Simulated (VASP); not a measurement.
# C2H2 in VASP: further runs

The runs below take C2H2 through relaxation of the atoms, vibrations by finite differences, with PBE.

Everything below comes from runs of VASP 6.6.1. Logs are shortened: lines on timing, memory, paths and dates and some standing lists are left out, and cuts for length are marked.

## Step 1: The molecule as given

The cell holds a molecule in a box, 4 atoms: a = 12.705 Å, b = 13.205 Å, c = 13.705 Å, α = 90.00°, β = 90.00°, γ = 90.00°.

## Step 2: Relaxation of the atoms, PBE

The input, INCAR:

```
PREC = Accurate ; ENCUT = 400
EDIFF = 1E-7 ; ISMEAR = 0
SIGMA = 0.01 ; LREAL = F
LASPH = T ; NELM = 60
ALGO = Fast ; ISIF = 2
LWAVE = F ; LCHARG = F
GGA = PE ; IBRION = 2
NSW = 120 ; EDIFFG = -0.03
ISYM = 0
```

The input, KPOINTS:

```
regular mesh
0
Gamma
  1 1 1
```

The input, POSCAR:

```
HC
1.0
   12.7048579379      0.0000000000      0.0000000000
    0.0000000000     13.2048579379      0.0000000000
    0.0000000000      0.0000000000     13.7048579379
C H
2 2
Selective dynamics
Direct
    0.4685424883      0.5212602787      0.4723769897  F F F
    0.5314504167      0.4863147686      0.5276275906  T T T
    0.4132313085      0.5519877836      0.4237867930  T T T
    0.5867757864      0.4555831102      0.5762086266  T T T
```

Potentials or basis: VASP PAW PBE potentials, release 64 (C, H).

Launch:

```
$ cat potpaw_PBE.64/C/POTCAR potpaw_PBE.64/H/POTCAR > POTCAR
$ mpirun -np 1 vasp_gam > vasp.out
```

OUTCAR:

```text
PREC = Accurate
   ENCUT = 400
   EDIFF = 1E-7
   ISMEAR = 0
   LREAL = F
   LASPH = T
   NELM = 60
   ISIF = 2
   GGA = PE
   IBRION = 2
   NSW = 120
   EDIFFG = -0.03
   ISYM = 0

 ion  position               nearest neighbor table
   1  0.469  0.521  0.472-   3 1.05   2 1.19
   2  0.531  0.486  0.528-   4 1.05   1 1.19
   3  0.413  0.552  0.424-   1 1.05
   4  0.587  0.456  0.576-   2 1.05

IMPORTANT INFORMATION: All symmetrisations will be switched off!
NOSYMM: (Re-)initialisation of all symmetry stuff for point group C_1.

----------------------------------------------------------------------------------------

                                     Primitive cell

  volume of cell :    2299.2071

  direct lattice vectors                    reciprocal lattice vectors
    12.704857938  0.000000000  0.000000000     0.078710050  0.000000000  0.000000000
     0.000000000 13.204857938  0.000000000     0.000000000  0.075729705  0.000000000
     0.000000000  0.000000000 13.704857938     0.000000000  0.000000000  0.072966827

  length of vectors
    12.704857938 13.204857938 13.704857938     0.078710050  0.075729705  0.072966827

  position of ions in fractional coordinates (direct lattice)
     0.468542488  0.521260279  0.472376990
     0.531450417  0.486314769  0.527627591
     0.413231309  0.551987784  0.423786793
     0.586775786  0.455583110  0.576208627

  ion indices of the primitive-cell ions
   primitive index   ion index
                 1           1
                 2           2
                 3           3
                 4           4

----------------------------------------------------------------------------------------

 KPOINTS: regular mesh

Automatic generation of k-mesh.
 Grid dimensions read from file:
 generate k-points for:    1    1    1

 Generating k-lattice:

  Cartesian coordinates                     Fractional coordinates (reciprocal lattice)
     0.078710050  0.000000000  0.000000000     1.000000000  0.000000000  0.000000000
     0.000000000  0.075729705  0.000000000     0.000000000  1.000000000  0.000000000
     0.000000000  0.000000000  0.072966827     0.000000000  0.000000000  1.000000000

  Length of vectors
     0.078710050  0.075729705  0.072966827

  Shift w.r.t. Gamma in fractional coordinates (k-lattice)
     0.000000000  0.000000000  0.000000000

 Subroutine IBZKPT returns following result:
 ===========================================

 Found      1 irreducible k-points:

 Following reciprocal coordinates:
            Coordinates               Weight
  0.000000  0.000000  0.000000      1.000000
   k-points           NKPTS =      1   k-points in BZ     NKDIM =      1   number of bands    NBANDS=      9
   number of dos      NEDOS =    301   number of ions     NIONS =      4
   total plane-waves  NPLWV = 680400
   dimension x,y,z NGX =    84 NGY =   90 NGZ =   90
   dimension x,y,z NGXF=   168 NGYF=  180 NGZF=  180
   ions per type =               2   2
   NGX,Y,Z   is equivalent  to a cutoff of  10.99, 11.33, 10.92 a.u.
   NGXF,Y,Z  is equivalent  to a cutoff of  21.98, 22.66, 21.83 a.u.
 SYSTEM =  unknown system
   PREC   = accura    normal or accurate (medium, high low for compatibility)
   ISTART =      0    job   : 0-new  1-cont  2-samecut
   ICHARG =      2    charge: 1-file 2-atom 10-const
   ISPIN  =      1    spin polarized calculation?
   LNONCOLLINEAR =      F non collinear calculations
   LSORBIT =      F    spin-orbit coupling
   LASPH  =      T    aspherical Exc in radial PAW
   ENCUT  =  400.0 eV  29.40 Ry    5.42 a.u.  20.72 21.53 22.35*2*pi/ulx,y,z
   NELM   =     60;   NELMIN=  2; NELMDL= -5     # of ELM steps
   EDIFF  = 0.1E-06   stopping-criterion for ELM
   LREAL  =      F    real-space projection
   EDIFFG = -.3E-01   stopping-criterion for IOM
   NSW    =    120    number of steps for IOM
   IBRION =      2    ionic relax: 0-MD 1-quasi-New 2-CG
   NFREE  =      1    steps in history (QN), initial steepest desc. (CG)
   ISIF   =      2    stress and relaxation
   ISYM   =      0    0-nonsym 1-usesym 2-fastsym
   POTIM  = 0.5000    time-step for ionic-motion
   TEBEG  =    0.0;   TEEND  =   0.0 temperature during run
   PSTRESS=    0.0 pullay stress
   NELECT =      10.0000    total number of electrons
   NUPDOWN=      -1.0000    fix difference up-down
   EMIN   =  10.00;   EMAX   =-10.00  energy-range for DOS
   EFERMI =   0.00;   METHOD = LEGACY
   ISMEAR =     0;   SIGMA  =   0.01  broadening in eV -4-tet -1-fermi 0-gaus
   EFERMI_NEDOS =   21; number of points for ismear=-14 and -15
   IALGO  =     68    algorithm
   IMIX   =      4    mixing-type and parameters
     AMIX     =   0.40;   BMIX     =  1.00
     AMIX_MAG =   1.60;   BMIX_MAG =  1.00
  volume/ion in A,a.u.               =     574.80      3878.95
  Fermi-wavevector in a.u.,A,eV,Ry     =   0.267228  0.504988  0.971604  0.071411
  Thomas-Fermi vector in A             =   1.102288
   LORBIT       =      0    0 simple, 1 ext, 2 COOP (PROOUT), +10 PAW based schemes
   GGA     = PE    functional components
   LHFCALC =     F    Hartree Fock is set to
   AEXX    =    0.0000 exact exchange contribution
   IVDW    =     0    specifies the selected vdW correction
   LEPSILON=     F    determine dielectric tensor
   LRPA    =     F    only Hartree local field effects (RPA)
 conjugate gradient relaxation of ions
 non-spin polarized calculation
 RMM-DIIS sequential band-by-band and
 Gauss-broadening in eV      SIGMA  =   0.01
  energy-cutoff  :      400.00
  volume of cell :     2299.21
 maximum number of plane-waves:     20906
 NGX is ok and might be reduce to    84
   NGX = 41   NGY = 43   NGZ = 45

--------------------------------------- Ionic step        1  -------------------------------------------

 number of electron      10.0000004 magnetization

 Free energy of the ion-electron system (eV)
  ---------------------------------------------------
  ext. energy  EPLUGINS =         0.00000000
  ---------------------------------------------------
  free energy    TOTEN  =       -22.93000074 eV

  energy without entropy =      -22.93000074  energy(sigma->0) =      -22.93000074

------------------------ aborting loop because EDIFF is reached ----------------------------------------

  FORCE on cell =-STRESS in cart. coord.  units (eV):
  Direction    XX          YY          ZZ          XY          YZ          ZX
  --------------------------------------------------------------------------------------
  -------------------------------------------------------------------------------------
  Total        1.1227296      0.0787746      0.9649140     -0.9063789     -0.8584998      1.4873234
  in kB        0.7823618      0.0548932      0.6723898     -0.6316002     -0.5982362      1.0364251
  external PRESSURE =       0.5032149 kB  Pullay stress =       0.0000000 kB

 VOLUME and BASIS-vectors are now :
 -----------------------------------------------------------------------------
  energy-cutoff  :      400.00
  volume of cell :     2299.21
      direct lattice vectors                 reciprocal lattice vectors
    12.704857938  0.000000000  0.000000000     0.078710050  0.000000000  0.000000000
     0.000000000 13.204857938  0.000000000     0.000000000  0.075729705  0.000000000
     0.000000000  0.000000000 13.704857938     0.000000000  0.000000000  0.072966827

 POSITION                                       TOTAL-FORCE (eV/Angst)
 -----------------------------------------------------------------------------------
      5.95277      6.88317      6.47386        -0.381556      0.221228     -0.362852
      6.75200      6.42172      7.23106         0.383621     -0.222274      0.364406
      5.25005      7.28892      5.80794        -0.559661      0.323076     -0.529905
      7.45490      6.01591      7.89686         0.557596     -0.322031      0.528351
 -----------------------------------------------------------------------------------
    total drift:                                0.000172     -0.000053     -0.000154

  FREE ENERGIE OF THE ION-ELECTRON SYSTEM (eV)
  ---------------------------------------------------
  free  energy   TOTEN  =       -22.9300007362 eV
[... 169 lines left out ...]
 VOLUME and BASIS-vectors are now :
 -----------------------------------------------------------------------------
  energy-cutoff  :      400.00
  volume of cell :     2299.21
      direct lattice vectors                 reciprocal lattice vectors
    12.704857938  0.000000000  0.000000000     0.078710050  0.000000000  0.000000000
     0.000000000 13.204857938  0.000000000     0.000000000  0.075729705  0.000000000
     0.000000000  0.000000000 13.704857938     0.000000000  0.000000000  0.072966827

 POSITION                                       TOTAL-FORCE (eV/Angst)
 -----------------------------------------------------------------------------------
      5.95277      6.88317      6.47386         0.062132     -0.035074      0.057543
      6.76139      6.41624      7.24001        -0.024403      0.013556     -0.022651
      5.23651      7.29674      5.79514        -0.021062      0.012300     -0.019723
      7.47878      6.00210      7.91951        -0.016667      0.009219     -0.015170
 -----------------------------------------------------------------------------------
    total drift:                                0.000187      0.000033     -0.000029

  FREE ENERGIE OF THE ION-ELECTRON SYSTEM (eV)
  ---------------------------------------------------
  free  energy   TOTEN  =       -22.9564706758 eV

  energy  without entropy=      -22.9564706758  energy(sigma->0) =      -22.95647068

--------------------------------------- Ionic step        7  -------------------------------------------

 number of electron       9.9999998 magnetization

 Free energy of the ion-electron system (eV)
  ---------------------------------------------------
  ext. energy  EPLUGINS =         0.00000000
  ---------------------------------------------------
  free energy    TOTEN  =       -22.95650804 eV

  energy without entropy =      -22.95650804  energy(sigma->0) =      -22.95650804

 E-fermi :  -7.0207     XC(G=0):  -0.3829

 val. band max:       -7.1060876308   @ k =   0.0000   0.0000   0.0000
 cond. band min:      -0.3702797847   @ k =   0.0000   0.0000   0.0000
 fundamental gap:      6.7358078461
 Fermi energy:        -7.0206923801

 k-point     1 :       0.0000    0.0000    0.0000
  band No.  band energies     occupation
      1     -18.5312      2.00000
      2     -13.9459      2.00000
      3     -12.0774      2.00000
      4      -7.1063      2.00000
      5      -7.1061      2.00000
      6      -0.3703      0.00000
      7      -0.3652      0.00000
      8      -0.2619      0.00000
      9       0.1978      0.00000

------------------------ aborting loop because EDIFF is reached ----------------------------------------

  FORCE on cell =-STRESS in cart. coord.  units (eV):
  Direction    XX          YY          ZZ          XY          YZ          ZX
  --------------------------------------------------------------------------------------
  -------------------------------------------------------------------------------------
  Total       -0.4139627     -0.4307636     -0.4139588     -0.0171732     -0.0160273      0.0281307
  in kB       -0.2884654     -0.3001729     -0.2884627     -0.0119670     -0.0111685      0.0196026
  external PRESSURE =      -0.2923670 kB  Pullay stress =       0.0000000 kB

 VOLUME and BASIS-vectors are now :
 -----------------------------------------------------------------------------
  energy-cutoff  :      400.00
  volume of cell :     2299.21
      direct lattice vectors                 reciprocal lattice vectors
    12.704857938  0.000000000  0.000000000     0.078710050  0.000000000  0.000000000
     0.000000000 13.204857938  0.000000000     0.000000000  0.075729705  0.000000000
     0.000000000  0.000000000 13.704857938     0.000000000  0.000000000  0.072966827

 POSITION                                       TOTAL-FORCE (eV/Angst)
 -----------------------------------------------------------------------------------
      5.95277      6.88317      6.47386         0.004295     -0.001670      0.002728
      6.76107      6.41643      7.23971        -0.007435      0.003735     -0.006549
      5.23586      7.29711      5.79452         0.003608     -0.001938      0.003651
      7.47803      6.00254      7.91879        -0.000467     -0.000127      0.000170
 -----------------------------------------------------------------------------------
    total drift:                                0.000517     -0.000168      0.000283

  FREE ENERGIE OF THE ION-ELECTRON SYSTEM (eV)
  ---------------------------------------------------
  free  energy   TOTEN  =       -22.9565080355 eV

  energy  without entropy=      -22.9565080355  energy(sigma->0) =      -22.95650804

 reached required accuracy - stopping structural energy minimisation
```

It took 7.4 min on 1 thread of Intel Xeon Platinum 8488C (Sapphire Rapids), shared host; peak memory 1.3 GiB.

What came out:

* Free energy: -22.9565 eV
* Energy gained by relaxing: 6.6 meV/atom
* Ionic steps: 7
* Gap between the frontier levels: 6.74 eV

The path:
```tsv
step	energy change (eV)	largest force (eV/Å)	pressure (GPa)
1	0.0000	0.8357	0.05
2	-0.0083	1.7292	-0.08
3	-0.0224	0.7445	-0.02
4	0.0392	3.6575	-0.03
5	-0.0259	0.3534	-0.02
6	-0.0265	0.0917	-0.03
7	-0.0265	0.0106	-0.03
```

Final structure:
```
CELL_PARAMETERS angstrom
12.70486 0.00000 0.00000
0.00000 13.20486 0.00000
0.00000 0.00000 13.70486
ATOMIC_POSITIONS crystal
C 0.46854 0.52126 0.47238
C 0.53216 0.48591 0.52826
H 0.41212 0.55261 0.42281
H 0.58860 0.45457 0.57781
```

Caveat: the cutoff is under 1.25 times the usual one of these potentials, so pressure, stress and relaxed cells hold a basis-set (Pulay) error; the standard files for N, O and F lose accuracy on very short bonds.

## Step 3: Vibrations by finite differences, PBE

INCAR: that of step 2 with these lines changed.

```diff
@@ -6,4 +6,5 @@
 LWAVE = F ; LCHARG = F
-GGA = PE ; IBRION = 2
-NSW = 120 ; EDIFFG = -0.03
+GGA = PE ; NBANDS = 13
+IBRION = 5 ; NFREE = 2
+POTIM = 0.015 ; NSW = 1
 ISYM = 0
```

KPOINTS is that of step 2.

The input, POSCAR:

```
HC                                      
1.0
   12.7048579379      0.0000000000      0.0000000000
    0.0000000000     13.2048579379      0.0000000000
    0.0000000000      0.0000000000     13.7048579379
  C               H             
     2     2
Selective dynamics
Direct
0.4685424883000024  0.5212602786999980  0.4723769897000025  T T T
0.5321643011447512  0.4859144225376671  0.5282585230069596  T T T
0.4121151466698502  0.5526080904507529  0.4228079930772949  T T T
0.5885960092686607  0.4545707387575433  0.5778089830007938  T T T
```

Potentials or basis: VASP PAW PBE potentials, release 64 (C, H).

Launch:

```
$ cat potpaw_PBE.64/C/POTCAR potpaw_PBE.64/H/POTCAR > POTCAR
$ mpirun -np 1 vasp_gam > vasp.out
```

It took 25 min on 1 thread of Intel Xeon Platinum 8488C (Sapphire Rapids), shared host; peak memory 1.3 GiB.

The run converged. Its results:

```yaml
Highest_phonon_frequency_at_Γ_LO-TO_splitting_left_out: 3442 cm⁻¹
Most_unstable_mode: 38i cm⁻¹
```

Phonon frequencies in cm⁻¹ (negative: imaginary):
| q point | frequencies |
| --- | --- |
| (0.000, 0.000, 0.000) | -38 -2 0 4 19 604 607 733 735 2010 3344 3442 |

Caveat: the cutoff is under 1.25 times the usual one of these potentials, so pressure, stress and relaxed cells hold a basis-set (Pulay) error; some modes are imaginary; the standard files for N, O and F lose accuracy on very short bonds.
